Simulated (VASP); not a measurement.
# KF (Carobbiite) (Fm-3m) in VASP: a series of runs, part 2 of 3

VASP 6.6.1. Earlier steps stand in the parts before.

## 3. Elastic constants, PBE

This run uses another cell than the first one, of 19.92 Å³/atom, 1.064 times its volume.

Contents of POSCAR:

```
KF
1.0
    0.0000000000      2.7106739233      2.7106739233
    2.7106739233      0.0000000000      2.7106739233
    2.7106739233      2.7106739233      0.0000000000
  K               F
     1     1
Direct
     0.0000000000000000    0.0000000000000000    0.0000000000000000
     0.5000000000000000    0.5000000000000000    0.5000000000000000
```

Contents of INCAR.step1:

```
SYSTEM = KF
ALGO     = Normal         ! electronic algorithm
EDIFF    = 1E-8           ! SCF threshold, eV
EDIFFG   = -0.002         ! ionic threshold
ENCUT    = 600            ! plane-wave cutoff, eV
GGA      = PE             ! functional
IBRION   = 2              ! ionic algorithm
ISIF     = 3              ! what is computed and relaxed
ISMEAR   = 0              ! smearing method
LASPH    = .True.         ! aspherical terms in the spheres
LCHARG   = .False.        ! write CHGCAR
LREAL    = .False.        ! projectors in reciprocal space
LWAVE    = .False.        ! write WAVECAR
NELM     = 80             ! most SCF steps
NSW      = 40             ! ionic steps
PREC     = Accurate       ! precision mode
SIGMA    = 0.03           ! smearing width, eV
```

Contents of INCAR.step2:

```
SYSTEM = KF
ALGO     = Normal         ! electronic algorithm
EDIFF    = 1E-8           ! SCF threshold, eV
ENCUT    = 600            ! plane-wave cutoff, eV
GGA      = PE             ! functional
IBRION   = 6              ! ionic algorithm
ISIF     = 3              ! what is computed and relaxed
ISMEAR   = 0              ! smearing method
LASPH    = .True.         ! aspherical terms in the spheres
LCHARG   = .False.        ! write CHGCAR
LREAL    = .False.        ! projectors in reciprocal space
LWAVE    = .False.        ! write WAVECAR
NELM     = 80             ! most SCF steps
NFREE    = 2            
NSW      = 1              ! ionic steps
POTIM    = 0.015          ! step
PREC     = Accurate       ! precision mode
SIGMA    = 0.03           ! smearing width, eV
```

Contents of KPOINTS:

```
k-points
0
Gamma
  10 10 10
  0 0 0
```

Potentials or basis: VASP PAW PBE potentials, release 64 (K_sv, F).

The run is started by

```
cat potpaw_PBE.64/K_sv/POTCAR potpaw_PBE.64/F/POTCAR > POTCAR
cp INCAR.step1 INCAR
mpirun -np 1 vasp_std > vasp.out
cp CONTCAR POSCAR
cp INCAR.step2 INCAR
mpirun -np 1 vasp_std > vasp.out
```

OUTCAR:

```text
SYSTEM = KF
   EDIFF = 1E-8
   ENCUT = 600
   GGA = PE
   IBRION = 6
   ISIF = 3
   ISMEAR = 0
   LASPH = .True.
   LREAL = .False.
   NELM = 80
   NFREE = 2
   NSW = 1
   POTIM = 0.015
   PREC = Accurate

 ion  position               nearest neighbor table
   1  0.000  0.000  0.000-   2 2.71   2 2.71   2 2.71   2 2.71   2 2.71   2 2.71
   2  0.500  0.500  0.500-   1 2.71   1 2.71   1 2.71   1 2.71   1 2.71   1 2.71

  LATTYP: Found a face centered cubic cell.
 ALAT       =     5.4204022271

  Lattice vectors:

 A1 = (   0.0000000000,   2.7102011136,   2.7102011136)
 A2 = (   2.7102011136,   0.0000000000,   2.7102011136)
 A3 = (   2.7102011136,   2.7102011136,   0.0000000000)

Analysis of symmetry for initial positions (statically):
=====================================================================
 Subroutine PRICEL returns:
 Original cell was already a primitive cell.

 Routine SETGRP: Setting up the symmetry group for a
 face centered cubic supercell.

 Subroutine GETGRP returns: Found 48 space group operations
 (whereof 48 operations were pure point group operations)
 out of a pool of 48 trial point group operations.

The static configuration has the point symmetry O_h .

Analysis of symmetry for dynamics (positions and initial velocities):
=====================================================================
 Subroutine PRICEL returns:
 Original cell was already a primitive cell.

 Routine SETGRP: Setting up the symmetry group for a
 face centered cubic supercell.

 Subroutine GETGRP returns: Found 48 space group operations
 (whereof 48 operations were pure point group operations)
 out of a pool of 48 trial point group operations.

The dynamic configuration has the point symmetry O_h .

 Subroutine INISYM returns: Found 48 space group operations
 (whereof 48 operations are pure point group operations),
 and found     1 'primitive' translations

----------------------------------------------------------------------------------------

                                     Primitive cell

  volume of cell :      39.8139

  direct lattice vectors                    reciprocal lattice vectors
     0.000000000  2.710201114  2.710201114    -0.184488154  0.184488154  0.184488154
     2.710201114  0.000000000  2.710201114     0.184488154 -0.184488154  0.184488154
     2.710201114  2.710201114  0.000000000     0.184488154  0.184488154 -0.184488154

  length of vectors
     3.832803172  3.832803172  3.832803172     0.319542856  0.319542856  0.319542856

  position of ions in fractional coordinates (direct lattice)
     0.000000000  0.000000000  0.000000000
     0.500000000  0.500000000  0.500000000

  ion indices of the primitive-cell ions
[... 308 lines left out ...]

 Free energy of the ion-electron system (eV)
  ---------------------------------------------------
  ext. energy  EPLUGINS =         0.00000000
  ---------------------------------------------------
  free energy    TOTEN  =        -8.30094741 eV

  energy without entropy =       -8.30094741  energy(sigma->0) =       -8.30094741

 E-fermi :  -2.7749     XC(G=0):  -8.2115

 val. band max:       -2.9166024551   @ k =   0.0000   0.0000   0.0000
 cond. band min:       3.0325780100   @ k =   0.0000   0.0000   0.0000
 fundamental gap:      5.9491804651
 Fermi energy:        -2.7748795185

 k-point     1 :       0.0000    0.0000    0.0000
  band No.  band energies     occupation
      1     -29.1734      2.00000
      2     -21.5506      2.00000
      3     -12.4533      2.00000
      4     -12.4533      2.00000
      5     -12.4533      2.00000
      6      -2.9167      2.00000
      7      -2.9167      2.00000
      8      -2.9166      2.00000
      9       3.0326      0.00000
     10       7.6438      0.00000
     11       7.6441      0.00000
     12       7.6441      0.00000
[... 331 lines left out ...]
 k-point    24 :       0.4000    0.3000    0.0000
  band No.  band energies     occupation
      1     -29.0957      2.00000
      2     -21.5742      2.00000
      3     -12.7683      2.00000
      4     -12.6016      2.00000
      5     -12.5911      2.00000
      6      -3.3176      2.00000
      7      -3.0240      2.00000
      8      -3.0032      2.00000
      9       5.7115      0.00000
     10       6.0691      0.00000
     11       8.9115      0.00000
     12       9.8457      0.00000

 [... further k-points ...]

------------------------ aborting loop because EDIFF is reached ----------------------------------------

  FORCE on cell =-STRESS in cart. coord.  units (eV):
  Direction    XX          YY          ZZ          XY          YZ          ZX
  --------------------------------------------------------------------------------------
  -------------------------------------------------------------------------------------
  Total       -0.0009422     -0.0036632     -0.0036632      0.0000000     -0.0000000      0.0000000
  in kB       -0.0379140     -0.1474136     -0.1474136      0.0000000     -0.0000000      0.0000000
  external PRESSURE =      -0.1109137 kB  Pullay stress =       0.0000000 kB
[... 17 lines left out ...]
  FREE ENERGIE OF THE ION-ELECTRON SYSTEM (eV)
  ---------------------------------------------------
  free  energy   TOTEN  =        -8.3009474130 eV

  energy  without entropy=       -8.3009474130  energy(sigma->0) =       -8.30094741

 INTERNAL STRAIN TENSORS FROM STRAINED CELLS
 ============================================

 INTERNAL STRAIN TENSOR FOR ION    1 for displacements in x,y,z  (eV/Angst):
          X           Y           Z          XY          YZ          ZX
  --------------------------------------------------------------------------------
  x     0.00000     0.00000     0.00000    -0.00000     0.00000    -0.00000
  y    -0.00000     0.00000     0.00000     0.00000     0.00000    -0.00000
  z    -0.00000    -0.00000     0.00000     0.00000    -0.00000     0.00000

 INTERNAL STRAIN TENSORS FROM DISPLACED ATOMS
 ============================================

 INTERNAL STRAIN TENSOR FOR ION    1 for displacements in x,y,z  (eV/Angst):
          X           Y           Z          XY          YZ          ZX
  --------------------------------------------------------------------------------
  x     0.00000     0.00000     0.00000     0.00000     0.00000     0.00000
  y     0.00000     0.00000     0.00000     0.00000     0.00000     0.00000
  z     0.00000     0.00000     0.00000     0.00000     0.00000     0.00000

 INTERNAL STRAIN TENSOR FOR ION    2 for displacements in x,y,z  (eV/Angst):
          X           Y           Z          XY          YZ          ZX
  --------------------------------------------------------------------------------
  x     0.00000     0.00000     0.00000     0.00000     0.00000     0.00000
  y     0.00000     0.00000     0.00000     0.00000     0.00000     0.00000
  z     0.00000     0.00000     0.00000     0.00000     0.00000     0.00000

 Eigenvectors and eigenvalues of the dynamical matrix
 ----------------------------------------------------

   1 f  =    5.026402 THz    31.581815 2PiTHz  167.662722 cm-1    20.787519 meV
             X         Y         Z           dx          dy          dz
      0.000000  0.000000  0.000000     0.000000    0.573546    0.000000
      2.710201  2.710201  2.710201     0.000000   -0.819173    0.000000
[... 21 lines left out ...]
   6 f/i=    0.010411 THz     0.065413 2PiTHz    0.347266 cm-1     0.043056 meV
             X         Y         Z           dx          dy          dz
      0.000000  0.000000  0.000000     0.000000    0.000000    0.819173
      2.710201  2.710201  2.710201     0.000000    0.000000    0.573546

--------------------------------------------------------------------------------------------------------

 ELASTIC MODULI CONTR FROM IONIC RELAXATION (kBar)
 Direction    XX          YY          ZZ          XY          YZ          ZX
 --------------------------------------------------------------------------------
 XX           0.0000      0.0000      0.0000      0.0000      0.0000      0.0000
 YY           0.0000      0.0000      0.0000      0.0000      0.0000      0.0000
 ZZ           0.0000      0.0000      0.0000      0.0000      0.0000      0.0000
 XY           0.0000      0.0000      0.0000      0.0000      0.0000      0.0000
 YZ           0.0000      0.0000      0.0000      0.0000      0.0000      0.0000
 ZX           0.0000      0.0000      0.0000      0.0000      0.0000      0.0000
 --------------------------------------------------------------------------------

 TOTAL ELASTIC MODULI (kBar)
 Direction    XX          YY          ZZ          XY          YZ          ZX
 --------------------------------------------------------------------------------
 XX         600.6134    136.0709    136.0709     -0.0000      0.0000      0.0000
 YY         136.0709    600.6134    136.0709      0.0000      0.0000      0.0000
 ZZ         136.0709    136.0709    600.6134      0.0000      0.0000     -0.0000
 XY          -0.0000      0.0000      0.0000    132.9669      0.0000      0.0000
 YZ           0.0000      0.0000      0.0000      0.0000    132.9669      0.0000
 ZX           0.0000      0.0000     -0.0000      0.0000      0.0000    132.9669
 --------------------------------------------------------------------------------
```

It took 9.6 min on 1 thread of AMD EPYC 9R45 (Zen 5), shared host; peak memory 0.37 GiB.

What came out:

- Relaxed volume: 19.91 Å³/atom
- Relaxed cell: a = 3.833 Å, b = 3.833 Å, c = 3.833 Å, α = 60.00°, β = 60.00°, γ = 60.00°
- Space group after relaxing (to 0.05 Å): Fm-3m (No. 225)
- Elastic constants C11, C12, C44: 60, 14, 13 GPa
- Voigt bulk modulus: 29 GPa
- Highest phonon frequency at Γ, LO-TO splitting left out: 168 cm⁻¹

Final structure:
```yaml
crystal:
  lattice:
    - [0.00000, 2.71020, 2.71020]
    - [2.71020, 0.00000, 2.71020]
    - [2.71020, 2.71020, 0.00000]
  atoms:
    - { symbol: K, position: [0.00000, 0.00000, 0.00000] }
    - { symbol: F, position: [0.50000, 0.50000, 0.50000] }
```

Phonon frequencies in cm⁻¹ (negative: imaginary):
| q point | frequencies |
| --- | --- |
| (0.000, 0.000, 0.000) | 0 0 0 168 168 168 |

Elastic tensor in Voigt notation (GPa, in the Cartesian axes of the cell as first typed):
```
60 14 14  0  0  0
14 60 14  0  0  0
14 14 60  0  0  0
 0  0  0 13  0  0
 0  0  0  0 13  0
 0  0  0  0  0 13
```

Clamped-ion elastic tensor (GPa):
```
60 14 14  0  0  0
14 60 14  0  0  0
14 14 60  0  0  0
 0  0  0 13  0  0
 0  0  0  0 13  0
 0  0  0  0  0 13
```

[end of part 2 of 3]
